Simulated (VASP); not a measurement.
# BAs (F-43m) in VASP: further runs, part 2 of 3

VASP 6.6.1.

## 3. Relaxation of the atoms, LDA (a relaxed cell with its volume scaled by 0.98)

Input file INCAR:

```
SYSTEM = BAs
ALGO = Normal ; EDIFF = 1E-7
EDIFFG = -0.01 ; ENCUT = 600
GGA = CA ; IBRION = 2
ISIF = 2 ; ISMEAR = 0
LASPH = .TRUE. ; LCHARG = .FALSE.
LREAL = .FALSE. ; LWAVE = .FALSE.
NELM = 80 ; NSW = 40
PREC = Accurate ; SIGMA = 0.03
```

Input file KPOINTS:

```
k-points
0
G
  10 10 10
  0 0 0
```

Input file POSCAR:

```
BAs                                     
1.0
    0.0000000000      2.3552314886      2.3552314886
    2.3552314886      0.0000000000      2.3552314886
    2.3552314886      2.3552314886      0.0000000000
  B               As            
     1     1
Direct
     0.0000000000000000    0.0000000000000000    0.0000000000000000
     0.2500000000000000    0.2500000000000000    0.2500000000000000
```

Potentials or basis: VASP PAW LDA potentials, release 64 (B, As).

Command:

```bash
$ cat potpaw_LDA.64/B/POTCAR potpaw_LDA.64/As/POTCAR > POTCAR
$ mpirun -np 1 vasp_std > vasp.out
```

OUTCAR:

```text
SYSTEM = BAs
   EDIFF = 1E-7
   EDIFFG = -0.01
   ENCUT = 600
   GGA = CA
   IBRION = 2
   ISIF = 2
   ISMEAR = 0
   LASPH = .TRUE.
   LREAL = .FALSE.
   NELM = 80
   NSW = 40
   PREC = Accurate

 ion  position               nearest neighbor table
   1  0.000  0.000  0.000-   2 2.04   2 2.04   2 2.04   2 2.04
   2  0.250  0.250  0.250-   1 2.04   1 2.04   1 2.04   1 2.04

  LATTYP: Found a face centered cubic cell.
 ALAT       =     4.7104629772

  Lattice vectors:

 A1 = (   0.0000000000,   2.3552314886,   2.3552314886)
 A2 = (   2.3552314886,   0.0000000000,   2.3552314886)
 A3 = (   2.3552314886,   2.3552314886,   0.0000000000)

Analysis of symmetry for initial positions (statically):
=====================================================================
 Subroutine PRICEL returns:
 Original cell was already a primitive cell.

 Routine SETGRP: Setting up the symmetry group for a
 face centered cubic supercell.

 Subroutine GETGRP returns: Found 24 space group operations
 (whereof 24 operations were pure point group operations)
 out of a pool of 48 trial point group operations.

The static configuration has the point symmetry T_d .

Analysis of symmetry for dynamics (positions and initial velocities):
=====================================================================
 Subroutine PRICEL returns:
 Original cell was already a primitive cell.

 Routine SETGRP: Setting up the symmetry group for a
 face centered cubic supercell.

 Subroutine GETGRP returns: Found 24 space group operations
 (whereof 24 operations were pure point group operations)
 out of a pool of 48 trial point group operations.

The dynamic configuration has the point symmetry T_d .

 Subroutine INISYM returns: Found 24 space group operations
 (whereof 24 operations are pure point group operations),
 and found     1 'primitive' translations

----------------------------------------------------------------------------------------

                                     Primitive cell

  volume of cell :      26.1295

  direct lattice vectors                    reciprocal lattice vectors
     0.000000000  2.355231489  2.355231489    -0.212293357  0.212293357  0.212293357
     2.355231489  0.000000000  2.355231489     0.212293357 -0.212293357  0.212293357
     2.355231489  2.355231489  0.000000000     0.212293357  0.212293357 -0.212293357

  length of vectors
     3.330800314  3.330800314  3.330800314     0.367702881  0.367702881  0.367702881

  position of ions in fractional coordinates (direct lattice)
     0.000000000  0.000000000  0.000000000
     0.250000000  0.250000000  0.250000000

  ion indices of the primitive-cell ions
   primitive index   ion index
                 1           1
                 2           2

----------------------------------------------------------------------------------------

 KPOINTS: k-points

Automatic generation of k-mesh.
 Grid dimensions read from file:
 generate k-points for:   10   10   10

 Generating k-lattice:

  Cartesian coordinates                     Fractional coordinates (reciprocal lattice)
    -0.021229336  0.021229336  0.021229336     0.100000000  0.000000000  0.000000000
     0.021229336 -0.021229336  0.021229336     0.000000000  0.100000000  0.000000000
     0.021229336  0.021229336 -0.021229336     0.000000000  0.000000000  0.100000000

  Length of vectors
     0.036770288  0.036770288  0.036770288

  Shift w.r.t. Gamma in fractional coordinates (k-lattice)
     0.000000000  0.000000000  0.000000000

 Subroutine IBZKPT returns following result:
 ===========================================

 Found     47 irreducible k-points:

 Following reciprocal coordinates:
            Coordinates               Weight
  0.000000  0.000000  0.000000      1.000000
  0.100000  0.000000  0.000000      8.000000
  0.200000  0.000000  0.000000      8.000000
  0.300000  0.000000  0.000000      8.000000
  0.400000  0.000000  0.000000      8.000000
  0.500000  0.000000  0.000000      4.000000
[... 16 lines left out ...]
  0.300000  0.300000  0.000000      6.000000
  0.400000  0.300000  0.000000     24.000000
 [... further k-points ...]
   k-points           NKPTS =     47   k-points in BZ     NKDIM =     47   number of bands    NBANDS=      8
   number of dos      NEDOS =    301   number of ions     NIONS =      2
   total plane-waves  NPLWV =  21952
   dimension x,y,z NGX =    28 NGY =   28 NGZ =   28
   dimension x,y,z NGXF=    56 NGYF=   56 NGZF=   56
   ions per type =               1   1
   NGX,Y,Z   is equivalent  to a cutoff of  13.98, 13.98, 13.98 a.u.
   NGXF,Y,Z  is equivalent  to a cutoff of  27.95, 27.95, 27.95 a.u.
 SYSTEM =  BAs
   PREC   = accura    normal or accurate (medium, high low for compatibility)
   ISTART =      0    job   : 0-new  1-cont  2-samecut
   ICHARG =      2    charge: 1-file 2-atom 10-const
   ISPIN  =      1    spin polarized calculation?
   LNONCOLLINEAR =      F non collinear calculations
   LSORBIT =      F    spin-orbit coupling
   LASPH  =      T    aspherical Exc in radial PAW
   ENCUT  =  600.0 eV  44.10 Ry    6.64 a.u.   6.65  6.65  6.65*2*pi/ulx,y,z
   NELM   =     80;   NELMIN=  2; NELMDL= -5     # of ELM steps
   EDIFF  = 0.1E-06   stopping-criterion for ELM
   LREAL  =      F    real-space projection
   EDIFFG = -.1E-01   stopping-criterion for IOM
   NSW    =     40    number of steps for IOM
   IBRION =      2    ionic relax: 0-MD 1-quasi-New 2-CG
   NFREE  =      1    steps in history (QN), initial steepest desc. (CG)
   ISIF   =      2    stress and relaxation
   ISYM   =      2    0-nonsym 1-usesym 2-fastsym
   POTIM  = 0.5000    time-step for ionic-motion
   TEBEG  =    0.0;   TEEND  =   0.0 temperature during run
   PSTRESS=    0.0 pullay stress
   NELECT =       8.0000    total number of electrons
   NUPDOWN=      -1.0000    fix difference up-down
   EMIN   =  10.00;   EMAX   =-10.00  energy-range for DOS
   EFERMI =   0.00;   METHOD = LEGACY
   ISMEAR =     0;   SIGMA  =   0.03  broadening in eV -4-tet -1-fermi 0-gaus
   EFERMI_NEDOS =   21; number of points for ismear=-14 and -15
   IALGO  =     38    algorithm
   IMIX   =      4    mixing-type and parameters
     AMIX     =   0.40;   BMIX     =  1.00
     AMIX_MAG =   1.60;   BMIX_MAG =  1.00
  volume/ion in A,a.u.               =      13.06        88.17
  Fermi-wavevector in a.u.,A,eV,Ry     =   1.103387  2.085099 16.564590  1.217463
  Thomas-Fermi vector in A             =   2.239844
   LORBIT       =      0    0 simple, 1 ext, 2 COOP (PROOUT), +10 PAW based schemes
   GGA     = CA    functional components
   LHFCALC =     F    Hartree Fock is set to
   AEXX    =    0.0000 exact exchange contribution
   IVDW    =     0    specifies the selected vdW correction
   LEPSILON=     F    determine dielectric tensor
   LRPA    =     F    only Hartree local field effects (RPA)
 conjugate gradient relaxation of ions
 non-spin polarized calculation
 Gauss-broadening in eV      SIGMA  =   0.03
  energy-cutoff  :      600.00
  volume of cell :       26.13
 maximum number of plane-waves:       893
   NGX = 13   NGY = 13   NGZ = 13

 number of electron       8.0000000 magnetization

 Free energy of the ion-electron system (eV)
  ---------------------------------------------------
  ext. energy  EPLUGINS =         0.00000000
  ---------------------------------------------------
  free energy    TOTEN  =       -12.92220055 eV

  energy without entropy =      -12.92220055  energy(sigma->0) =      -12.92220055

 E-fermi :   6.7893     XC(G=0): -10.9601

 val. band max:        6.6397675715   @ k =   0.0000   0.0000   0.0000
 cond. band min:       7.7242825579   @ k =   0.4000   0.4000   0.0000
 fundamental gap:      1.0845149864
 Fermi energy:         6.7892818933

 k-point     1 :       0.0000    0.0000    0.0000
  band No.  band energies     occupation
      1      -9.1246      2.00000
      2       6.6398      2.00000
      3       6.6398      2.00000
      4       6.6398      2.00000
      5       9.9445      0.00000
      6       9.9445      0.00000
      7       9.9445      0.00000
      8      11.8764      0.00000
[... 243 lines left out ...]
 k-point    24 :       0.4000    0.3000    0.0000
  band No.  band energies     occupation
      1      -6.3799      2.00000
      2       0.1271      2.00000
      3       2.4881      2.00000
      4       3.0032      2.00000
      5       8.2678      0.00000
      6       9.9889      0.00000
      7      15.7033      0.00000
      8      15.9080      0.00000

 [... further k-points ...]
[... 5 lines left out ...]
  --------------------------------------------------------------------------------------
  -------------------------------------------------------------------------------------
  Total        0.5055671      0.5055671      0.5055671     -0.0000000     -0.0000000      0.0000000
  in kB       30.9997816     30.9997816     30.9997816     -0.0000000     -0.0000000      0.0000000
  external PRESSURE =      30.9997816 kB  Pullay stress =       0.0000000 kB

 VOLUME and BASIS-vectors are now :
 -----------------------------------------------------------------------------
  energy-cutoff  :      600.00
  volume of cell :       26.13
      direct lattice vectors                 reciprocal lattice vectors
     0.000000000  2.355231489  2.355231489    -0.212293357  0.212293357  0.212293357
     2.355231489  0.000000000  2.355231489     0.212293357 -0.212293357  0.212293357
     2.355231489  2.355231489  0.000000000     0.212293357  0.212293357 -0.212293357

 POSITION                                       TOTAL-FORCE (eV/Angst)
 -----------------------------------------------------------------------------------
      0.00000      0.00000      0.00000        -0.000000     -0.000000     -0.000000
      1.17762      1.17762      1.17762         0.000000      0.000000      0.000000
 -----------------------------------------------------------------------------------
    total drift:                               -0.000000     -0.000000     -0.000000

  FREE ENERGIE OF THE ION-ELECTRON SYSTEM (eV)
  ---------------------------------------------------
  free  energy   TOTEN  =       -12.9222005516 eV

  energy  without entropy=      -12.9222005516  energy(sigma->0) =      -12.92220055

 reached required accuracy - stopping structural energy minimisation
```

It took 6.1 s on 1 thread of Intel Xeon 6975P-C (Granite Rapids), shared host; peak memory 0.15 GiB.

Results:

```
Free energy             : -12.9222 eV
Pressure after relaxing : 3.1 GPa
Band gap on the k mesh  : 1.08 eV, indirect (least direct gap 3.30 eV)
```

Final structure:
```cif
data_structure
_symmetry_space_group_name_H-M 'P 1'
_symmetry_Int_Tables_number 1
_cell_length_a 3.3308
_cell_length_b 3.3308
_cell_length_c 3.3308
_cell_angle_alpha 60.000
_cell_angle_beta 60.000
_cell_angle_gamma 60.000
_cell_volume 26.13
loop_
_atom_site_label
_atom_site_type_symbol
_atom_site_fract_x
_atom_site_fract_y
_atom_site_fract_z
_atom_site_occupancy
B1 B 0.00000 0.00000 0.00000 1
As1 As 0.25000 0.25000 0.25000 1
```

Caveat: the relaxation stopped at its first step, so nothing moved. A k mesh can miss the band edges.

## 4. Relaxation of the atoms, LDA

INCAR is that of step 3.

KPOINTS is that of step 3.

Input file POSCAR:

```
BAs                                     
1.0
    0.0000000000      2.3711456976      2.3711456976
    2.3711456976      0.0000000000      2.3711456976
    2.3711456976      2.3711456976      0.0000000000
  B               As            
     1     1
Direct
     0.0000000000000000    0.0000000000000000    0.0000000000000000
     0.2500000000000000    0.2500000000000000    0.2500000000000000
```

Command:

```bash
$ cat potpaw_LDA.64/B/POTCAR potpaw_LDA.64/As/POTCAR > POTCAR
$ mpirun -np 1 vasp_std > vasp.out
```

Wall time 7.7 s (1 thread of Intel Xeon 6975P-C (Granite Rapids), shared host); peak memory 0.14 GiB.

Results (log left out):

* Free energy: -12.9274 eV
* Pressure after relaxing: 0.0 GPa
* Band gap on the k mesh: 1.10 eV, indirect (least direct gap 3.28 eV)

Final structure:
```xyz
2
Lattice="0.0000 2.3711 2.3711 2.3711 0.0000 2.3711 2.3711 2.3711 0.0000" Properties=species:S:1:pos:R:3 pbc="T T T"
B     0.0000    0.0000    0.0000
As    1.1856    1.1856    1.1856
```

Levels at points of the mesh, in eV from the valence-band top:
```tsv
k point	band 2	band 3	band 4	band 5	band 6	band 7
(0.00, 0.00, 0.00)	0.00	0.00	0.00	3.28	3.28	3.28
(0.50, 0.00, 0.00)	-8.92	-1.85	-1.85	2.82	4.78	4.78
(0.50, 0.50, 0.00)	-8.55	-4.17	-4.17	1.32	1.39	11.44
```

Caveat: the relaxation stopped at its first step, so nothing moved.

## 5. Relaxation of the atoms, LDA (a relaxed cell with its volume scaled by 1.02)

INCAR is that of step 4.

KPOINTS is that of step 4.

Input file POSCAR:

```
BAs                                     
1.0
    0.0000000000      2.3868491069      2.3868491069
    2.3868491069      0.0000000000      2.3868491069
    2.3868491069      2.3868491069      0.0000000000
  B               As            
     1     1
Direct
     0.0000000000000000    0.0000000000000000    0.0000000000000000
     0.2500000000000000    0.2500000000000000    0.2500000000000000
```

Command:

```bash
$ cat potpaw_LDA.64/B/POTCAR potpaw_LDA.64/As/POTCAR > POTCAR
$ mpirun -np 1 vasp_std > vasp.out
```

It took 6.9 s on 1 thread of Intel Xeon 6975P-C (Granite Rapids), shared host; peak memory 0.14 GiB.

The run converged. Its results:

- Free energy: -12.9227 eV
- Pressure after relaxing: -2.8 GPa
- Band gap on the k mesh: 1.12 eV, indirect (least direct gap 3.25 eV)

Final structure:
```
B As
1.0
     0.00000    2.38685    2.38685
     2.38685    0.00000    2.38685
     2.38685    2.38685    0.00000
B As
1 1
Cartesian
  0.0000 0.0000 0.0000
  1.1934 1.1934 1.1934
```

Levels at points of the mesh, in eV from the valence-band top:
| k point | band 2 | band 3 | band 4 | band 5 | band 6 | band 7 |
| --- | --- | --- | --- | --- | --- | --- |
| (0.00, 0.00, 0.00) | 0.00 | 0.00 | 0.00 | 3.25 | 3.25 | 3.25 |
| (0.50, 0.00, 0.00) | -8.77 | -1.82 | -1.82 | 2.70 | 4.75 | 4.75 |
| (0.50, 0.50, 0.00) | -8.44 | -4.08 | -4.08 | 1.34 | 1.41 | 11.25 |

Caveat: the relaxation stopped at its first step, so nothing moved. A k mesh can miss the band edges.

[end of part 2 of 3]
